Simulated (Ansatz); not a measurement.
System: zinc-blende AlSb. Method: PBE+SOC (Ansatz, a quantum-chemistry and plane-wave program, PAW).

Numerical settings: plane-wave cutoff 520 eV, 10×10×10 k mesh, Fermi–Dirac smearing 0.01 eV, PAW data made under PBE.

Pressure at four volumes; x = ln(V/30.153 Å³). One pressure is withheld.

| V (Å³/atom) | x | P (GPa) |
|---|---|---|
| 28.344 | -0.0619 | 3.49 |
| 30.153 | 0.0000 | 0.00 |
| 31.359 | 0.0392 | -1.76 |
| 31.963 | 0.0583 | ? |

Task: Pass a parabola P(x) through the three rows shown, estimate the bulk modulus and its pressure derivative near zero pressure, and predict the withheld pressure.

Result: Slopes between the rows: (0.00 − (3.49))/(0.0000 − (-0.0619)) = -56.38 and (-1.76 − (0.00))/(0.0392 − (0.0000)) = -44.90 GPa. Their difference over the span 0.1011 is c = 11.48/0.1011 = 113.6 GPa, so P(x) = 3.49 + (-56.38)(x − (-0.0619)) + 113.6 (x − (-0.0619))(x − (0.0000)). At the middle row B = −dP/dx = −[-56.38 + 113.6 × 0.0619] = 49.3 GPa, and B′ = dB/dP = 2c/B = 4.6. At x = 0.0583 the parabola gives -2.49 GPa; the run gives -2.51 GPa. The Birch–Murnaghan fit to the energies at all volumes has B0 = 49.1 GPa and B′ = 4.5.

Measured, for comparison: bulk modulus 58.2 GPa (temperature not stated, no zero-point or thermal correction; as tabulated in Toher et al. (2017), arXiv:1611.05714). Computed (rounded) less measured: bulk modulus -16 %.
